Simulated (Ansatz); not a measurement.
Al₂Cu: generalised stacking fault

Theory: Ansatz, DFT PBEsol, scalar-relativistic, plane waves, PAW. Settings: plane waves to 420 eV, k-mesh 11×16×4 (Γ-centred), Gaussian smearing 0.15 eV. No spin polarisation. Energies are free energies at this smearing, counted from the undisturbed cell; pressure is positive in compression.

The undisturbed cell (relaxed at this level; it needn't be the usual structure):

```
Al Cu
1.0
     0.00000   -4.08417    0.00000
     0.00000    0.00000   -2.84639
    12.25252    0.00000    0.00000
Al Cu
6 3
Direct
  0.00000 0.50000 0.08332
  0.00000 0.50000 0.41665
  0.00000 0.50000 0.74998
  0.50000 0.50000 0.91665
  0.50000 0.50000 0.24998
  0.50000 0.50000 0.58332
  0.00000 0.00000 0.24998
  0.00000 0.00000 0.58332
  0.00000 0.00000 0.91665
```

The cut lies on the cell's a–b face, a (1 0 0) plane (indices in the standard cell, whose axes needn't be the Cartesian ones shown) of area 11.63 Å², between layers 2.04 Å apart. Vector c is tilted by f times 1·a − 1·b (length 4.978 Å) with the atoms' Cartesian places fixed: one unrelaxed fault a cell. The cell is metallic on the mesh throughout.

| f | γ (mJ/m²) |
| --- | --- |
| 0.0000 | 0 |
| 0.1000 | 232 |
| 0.2000 | 671 |
| 0.3000 | 874 |
| 0.4000 | 740 |
| 0.5000 | 612 |

(1) Predict the shear traction, the slope of γ along the slip (GPa) at each point.

Answers

(1)
| f | shear traction, the slope of γ along the slip (GPa) |
| --- | --- |
| 0.0000 | 0.0 |
| 0.1000 | 8.3 |
| 0.2000 | 7.6 |
| 0.3000 | 0.2 |
| 0.4000 | -4.1 |
| 0.5000 | 0.0 |

Cost: 6 runs of about 17 core-minutes in all, on Intel Xeon Processor @ 2.70GHz (shared hosts).